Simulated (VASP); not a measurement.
# MgO (Fm-3m) in VASP: a series of runs

The runs below take MgO through relaxation of cell and atoms, with PBEsol.

All numbers are computed with VASP 6.6.1; they aren't measurements. Logs are shortened: lines on timing, memory, paths and dates and some standing lists are left out, and cuts for length are marked.

**1. The crystal as given**

It takes space group Fm-3m (No. 225, cubic). The conventional cell has a = 4.217 Å, b = 4.217 Å, c = 4.217 Å, α = 90.00°, β = 90.00°, γ = 90.00°. Mg (site symmetry m-3m) has 6 O at 2.11 Å as nearest neighbours. O (site symmetry m-3m) is surrounded by 6 Mg at 2.11 Å.

**2. Relaxation of cell and atoms, PBEsol**

File INCAR:

```
SYSTEM = MgO
PREC = Accurate
ENCUT = 600
EDIFF = 1E-6
ISMEAR = 0
SIGMA = 0.03
LREAL = .FALSE.
LASPH = .TRUE.
NELM = 80
ALGO = Normal
ISIF = 3
LWAVE = .FALSE.
LCHARG = .FALSE.
GGA = PS
IBRION = 2
NSW = 90
EDIFFG = -0.01
```

File KPOINTS:

```
regular mesh
0
G
  14 14 14
  0 0 0
```

File POSCAR:

```
MgO
1.0
    0.0000000000      2.1085000000      2.1085000000
    2.1085000000      0.0000000000      2.1085000000
    2.1085000000      2.1085000000      0.0000000000
Mg O
1 1
Direct
    0.0000000000      0.0000000000      0.0000000000
    0.5000000000      0.5000000000      0.5000000000
```

Potentials or basis: VASP PAW PBE potentials, release 64 (Mg, O).

Command:

```bash
> cat potpaw_PBE.64/Mg/POTCAR potpaw_PBE.64/O/POTCAR > POTCAR
> mpirun -np 1 vasp_std > vasp.out
```

OUTCAR:

```text
SYSTEM = MgO
   PREC = Accurate
   ENCUT = 600
   EDIFF = 1E-6
   ISMEAR = 0
   LREAL = .FALSE.
   LASPH = .TRUE.
   NELM = 80
   ISIF = 3
   GGA = PS
   IBRION = 2
   NSW = 90
   EDIFFG = -0.01

 ion  position               nearest neighbor table
   1  0.000  0.000  0.000-   2 2.11   2 2.11   2 2.11   2 2.11   2 2.11   2 2.11
   2  0.500  0.500  0.500-   1 2.11   1 2.11   1 2.11   1 2.11   1 2.11   1 2.11

  LATTYP: Found a face centered cubic cell.
 ALAT       =     4.2170000000

  Lattice vectors:

 A1 = (   0.0000000000,   2.1085000000,   2.1085000000)
 A2 = (   2.1085000000,   0.0000000000,   2.1085000000)
 A3 = (   2.1085000000,   2.1085000000,   0.0000000000)

Analysis of symmetry for initial positions (statically):
=====================================================================
 Subroutine PRICEL returns:
 Original cell was already a primitive cell.

 Routine SETGRP: Setting up the symmetry group for a
 face centered cubic supercell.

 Subroutine GETGRP returns: Found 48 space group operations
 (whereof 48 operations were pure point group operations)
 out of a pool of 48 trial point group operations.

The static configuration has the point symmetry O_h .

Analysis of symmetry for dynamics (positions and initial velocities):
=====================================================================
 Subroutine PRICEL returns:
 Original cell was already a primitive cell.

 Routine SETGRP: Setting up the symmetry group for a
 face centered cubic supercell.

 Subroutine GETGRP returns: Found 48 space group operations
 (whereof 48 operations were pure point group operations)
 out of a pool of 48 trial point group operations.

The dynamic configuration has the point symmetry O_h .

 Subroutine INISYM returns: Found 48 space group operations
 (whereof 48 operations are pure point group operations),
 and found     1 'primitive' translations

----------------------------------------------------------------------------------------

                                     Primitive cell

  volume of cell :      18.7478

  direct lattice vectors                    reciprocal lattice vectors
     0.000000000  2.108500000  2.108500000    -0.237135404  0.237135404  0.237135404
     2.108500000  0.000000000  2.108500000     0.237135404 -0.237135404  0.237135404
     2.108500000  2.108500000  0.000000000     0.237135404  0.237135404 -0.237135404

  length of vectors
     2.981869296  2.981869296  2.981869296     0.410730569  0.410730569  0.410730569

  position of ions in fractional coordinates (direct lattice)
     0.000000000  0.000000000  0.000000000
     0.500000000  0.500000000  0.500000000

  ion indices of the primitive-cell ions
   primitive index   ion index
                 1           1
                 2           2

----------------------------------------------------------------------------------------

 KPOINTS: regular mesh

Automatic generation of k-mesh.
 Grid dimensions read from file:
 generate k-points for:   14   14   14

 Generating k-lattice:

  Cartesian coordinates                     Fractional coordinates (reciprocal lattice)
    -0.016938243  0.016938243  0.016938243     0.071428571  0.000000000  0.000000000
     0.016938243 -0.016938243  0.016938243     0.000000000  0.071428571  0.000000000
     0.016938243  0.016938243 -0.016938243     0.000000000  0.000000000  0.071428571

  Length of vectors
     0.029337898  0.029337898  0.029337898

  Shift w.r.t. Gamma in fractional coordinates (k-lattice)
     0.000000000  0.000000000  0.000000000

 Subroutine IBZKPT returns following result:
 ===========================================

 Found    104 irreducible k-points:

 Following reciprocal coordinates:
            Coordinates               Weight
  0.000000  0.000000  0.000000      1.000000
  0.071429  0.000000  0.000000      8.000000
  0.142857  0.000000  0.000000      8.000000
  0.214286  0.000000  0.000000      8.000000
  0.285714  0.000000  0.000000      8.000000
  0.357143  0.000000  0.000000      8.000000
[... 16 lines left out ...]
  0.214286  0.142857  0.000000     24.000000
  0.285714  0.142857  0.000000     24.000000
 [... further k-points ...]
   k-points           NKPTS =    104   k-points in BZ     NKDIM =    104   number of bands    NBANDS=      8
   number of dos      NEDOS =    301   number of ions     NIONS =      2
   total plane-waves  NPLWV =  13824
   dimension x,y,z NGX =    24 NGY =   24 NGZ =   24
   dimension x,y,z NGXF=    48 NGYF=   48 NGZF=   48
   ions per type =               1   1
   NGX,Y,Z   is equivalent  to a cutoff of  13.38, 13.38, 13.38 a.u.
   NGXF,Y,Z  is equivalent  to a cutoff of  26.76, 26.76, 26.76 a.u.
 SYSTEM =  MgO
   PREC   = accura    normal or accurate (medium, high low for compatibility)
   ISTART =      0    job   : 0-new  1-cont  2-samecut
   ICHARG =      2    charge: 1-file 2-atom 10-const
   ISPIN  =      1    spin polarized calculation?
   LNONCOLLINEAR =      F non collinear calculations
   LSORBIT =      F    spin-orbit coupling
   LASPH  =      T    aspherical Exc in radial PAW
   ENCUT  =  600.0 eV  44.10 Ry    6.64 a.u.   5.96  5.96  5.96*2*pi/ulx,y,z
   NELM   =     80;   NELMIN=  2; NELMDL= -5     # of ELM steps
   EDIFF  = 0.1E-05   stopping-criterion for ELM
   LREAL  =      F    real-space projection
   EDIFFG = -.1E-01   stopping-criterion for IOM
   NSW    =     90    number of steps for IOM
   IBRION =      2    ionic relax: 0-MD 1-quasi-New 2-CG
   NFREE  =      1    steps in history (QN), initial steepest desc. (CG)
   ISIF   =      3    stress and relaxation
   ISYM   =      2    0-nonsym 1-usesym 2-fastsym
   POTIM  = 0.5000    time-step for ionic-motion
   TEBEG  =    0.0;   TEEND  =   0.0 temperature during run
   PSTRESS=    0.0 pullay stress
   NELECT =       8.0000    total number of electrons
   NUPDOWN=      -1.0000    fix difference up-down
   EMIN   =  10.00;   EMAX   =-10.00  energy-range for DOS
   EFERMI =   0.00;   METHOD = LEGACY
   ISMEAR =     0;   SIGMA  =   0.03  broadening in eV -4-tet -1-fermi 0-gaus
   EFERMI_NEDOS =   21; number of points for ismear=-14 and -15
   IALGO  =     38    algorithm
   IMIX   =      4    mixing-type and parameters
     AMIX     =   0.40;   BMIX     =  1.00
     AMIX_MAG =   1.60;   BMIX_MAG =  1.00
  volume/ion in A,a.u.               =       9.37        63.26
  Fermi-wavevector in a.u.,A,eV,Ry     =   1.232503  2.329092 20.668107  1.519063
  Thomas-Fermi vector in A             =   2.367270
   LORBIT       =      0    0 simple, 1 ext, 2 COOP (PROOUT), +10 PAW based schemes
   GGA     = PS    functional components
   LHFCALC =     F    Hartree Fock is set to
   AEXX    =    0.0000 exact exchange contribution
   IVDW    =     0    specifies the selected vdW correction
   LEPSILON=     F    determine dielectric tensor
   LRPA    =     F    only Hartree local field effects (RPA)
 conjugate gradient relaxation of ions
 non-spin polarized calculation
 Gauss-broadening in eV      SIGMA  =   0.03
  energy-cutoff  :      600.00
  volume of cell :       18.75
 maximum number of plane-waves:       637
   NGX = 11   NGY = 11   NGZ = 11

--------------------------------------- Ionic step        1  -------------------------------------------

 number of electron       8.0000005 magnetization

 Free energy of the ion-electron system (eV)
  ---------------------------------------------------
  ext. energy  EPLUGINS =         0.00000000
  ---------------------------------------------------
  free energy    TOTEN  =       -12.51528910 eV

  energy without entropy =      -12.51528910  energy(sigma->0) =      -12.51528910

------------------------ aborting loop because EDIFF is reached ----------------------------------------

  FORCE on cell =-STRESS in cart. coord.  units (eV):
  Direction    XX          YY          ZZ          XY          YZ          ZX
  --------------------------------------------------------------------------------------
  -------------------------------------------------------------------------------------
  Total       -0.1221423     -0.1221423     -0.1221423      0.0000000     -0.0000000      0.0000000
  in kB      -10.4382067    -10.4382067    -10.4382067      0.0000000     -0.0000000      0.0000000
  external PRESSURE =     -10.4382067 kB  Pullay stress =       0.0000000 kB

 VOLUME and BASIS-vectors are now :
 -----------------------------------------------------------------------------
  energy-cutoff  :      600.00
  volume of cell :       18.75
      direct lattice vectors                 reciprocal lattice vectors
     0.000000000  2.108500000  2.108500000    -0.237135404  0.237135404  0.237135404
     2.108500000  0.000000000  2.108500000     0.237135404 -0.237135404  0.237135404
     2.108500000  2.108500000  0.000000000     0.237135404  0.237135404 -0.237135404
[... 37 lines left out ...]
 POSITION                                       TOTAL-FORCE (eV/Angst)
 -----------------------------------------------------------------------------------
      2.10229      2.10229      4.20458         0.000000      0.000000     -0.000000
      2.10229      2.10229      2.10229        -0.000000     -0.000000      0.000000
 -----------------------------------------------------------------------------------
    total drift:                                0.000000     -0.000000      0.000000

  FREE ENERGIE OF THE ION-ELECTRON SYSTEM (eV)
  ---------------------------------------------------
  free  energy   TOTEN  =       -12.5156363655 eV

  energy  without entropy=      -12.5156363655  energy(sigma->0) =      -12.51563637

--------------------------------------- Ionic step        3  -------------------------------------------

 number of electron       8.0000005 magnetization

 Free energy of the ion-electron system (eV)
  ---------------------------------------------------
  ext. energy  EPLUGINS =         0.00000000
  ---------------------------------------------------
  free energy    TOTEN  =       -12.51568630 eV

  energy without entropy =      -12.51568630  energy(sigma->0) =      -12.51568630

 E-fermi :   3.2760     XC(G=0): -11.3245

 val. band max:        3.0879219596   @ k =   0.0000   0.0000   0.0000
 cond. band min:       7.7526926562   @ k =   0.0000   0.0000   0.0000
 fundamental gap:      4.6647706965
 Fermi energy:         3.2759922176

 k-point     1 :       0.0000    0.0000    0.0000
  band No.  band energies     occupation
      1     -14.1327      2.00000
      2       3.0879      2.00000
      3       3.0879      2.00000
      4       3.0879      2.00000
      5       7.7527      0.00000
      6      18.7389      0.00000
      7      18.7389      0.00000
      8      18.7389      0.00000

 k-point     2 :       0.0714    0.0000    0.0000
  band No.  band energies     occupation
      1     -14.0770      2.00000
      2       2.7257      2.00000
      3       3.0519      2.00000
      4       3.0519      2.00000
      5       8.1005      0.00000
      6      17.9734      0.00000
      7      18.8671      0.00000
      8      18.8671      0.00000
[... 221 lines left out ...]
 k-point    23 :       0.2143    0.1429    0.0000
  band No.  band energies     occupation
      1     -13.6720      2.00000
      2       1.1668      2.00000
      3       2.6402      2.00000
      4       2.6403      2.00000
      5       9.9663      0.00000
      6      15.3619      0.00000
      7      19.5501      0.00000
      8      19.7373      0.00000

 k-point    24 :       0.2857    0.1429    0.0000
  band No.  band energies     occupation
      1     -13.4293      2.00000
      2       0.4030      2.00000
      3       2.4390      2.00000
      4       2.4923      2.00000
      5      10.7333      0.00000
      6      14.8228      0.00000
      7      18.9723      0.00000
      8      19.9746      0.00000

 [... further k-points ...]
[... 5 lines left out ...]
  --------------------------------------------------------------------------------------
  -------------------------------------------------------------------------------------
  Total        0.0001044      0.0001044      0.0001044     -0.0000000      0.0000000     -0.0000000
  in kB        0.0089829      0.0089829      0.0089829     -0.0000000      0.0000000     -0.0000000
  external PRESSURE =       0.0089829 kB  Pullay stress =       0.0000000 kB

 VOLUME and BASIS-vectors are now :
 -----------------------------------------------------------------------------
  energy-cutoff  :      600.00
  volume of cell :       18.63
      direct lattice vectors                 reciprocal lattice vectors
     0.000000000  2.103923876  2.103923876    -0.237651184  0.237651184  0.237651184
     2.103923876 -0.000000000  2.103923876     0.237651184 -0.237651184  0.237651184
     2.103923876  2.103923876  0.000000000     0.237651184  0.237651184 -0.237651184

 POSITION                                       TOTAL-FORCE (eV/Angst)
 -----------------------------------------------------------------------------------
      0.00000      0.00000      0.00000         0.000000      0.000000     -0.000000
      2.10392      2.10392      2.10392        -0.000000     -0.000000      0.000000
 -----------------------------------------------------------------------------------
    total drift:                               -0.000000     -0.000000      0.000000

  FREE ENERGIE OF THE ION-ELECTRON SYSTEM (eV)
  ---------------------------------------------------
  free  energy   TOTEN  =       -12.5156862965 eV

  energy  without entropy=      -12.5156862965  energy(sigma->0) =      -12.51568630

 reached required accuracy - stopping structural energy minimisation
```

It took 14 s on 1 thread of Intel Xeon Platinum 8488C (Sapphire Rapids), shared host; peak memory 0.16 GiB.

Results:

```yaml
Free_energy: -12.5157 eV
Relaxed_volume: 9.31 Å³/atom
Relaxed_cell: a = 2.975 Å, b = 2.975 Å, c = 2.975 Å, α = 60.00°, β = 60.00°, γ = 60.00°
Space_group_after_relaxing_to_0.05_Å: Fm-3m (No. 225)
Energy_gained_by_relaxing: 0.2 meV/atom
Ionic_steps: 3
Pressure_after_relaxing: 0.0 GPa
Band_gap_on_the_k_mesh: 4.66 eV, direct
```

Step by step:
```tsv
step	energy change (eV)	largest force (eV/Å)	pressure (GPa)	volume (Å³)
1	0.0000	0.0000	-1.04	18.75
2	-0.0003	0.0000	0.38	18.58
3	-0.0004	0.0000	0.00	18.63
```

Final structure:
```
CELL_PARAMETERS angstrom
0.00000 2.10392 2.10392
2.10392 0.00000 2.10392
2.10392 2.10392 0.00000
ATOMIC_POSITIONS crystal
Mg 0.00000 0.00000 0.00000
O 0.50000 0.50000 0.50000
```

Levels at points of the mesh, in eV from the valence-band top:
| k point | band 1 | band 2 | band 3 | band 4 | band 5 | band 6 | band 7 | band 8 |
| --- | --- | --- | --- | --- | --- | --- | --- | --- |
| (0.00, 0.00, 0.00) | -17.22 | 0.00 | 0.00 | 0.00 | 4.66 | 15.65 | 15.65 | 15.65 |
| (0.50, 0.00, 0.00) | -15.90 | -4.69 | -0.67 | -0.67 | 7.77 | 12.54 | 16.21 | 16.21 |
| (0.50, 0.50, 0.00) | -15.63 | -4.16 | -1.37 | -1.37 | 8.93 | 9.91 | 13.00 | 18.89 |

Caveat: the PAW data sets were made with another functional, which shifts forces and pressure a little. A k mesh can miss the band edges.

(Continued in part 2 of 2.)
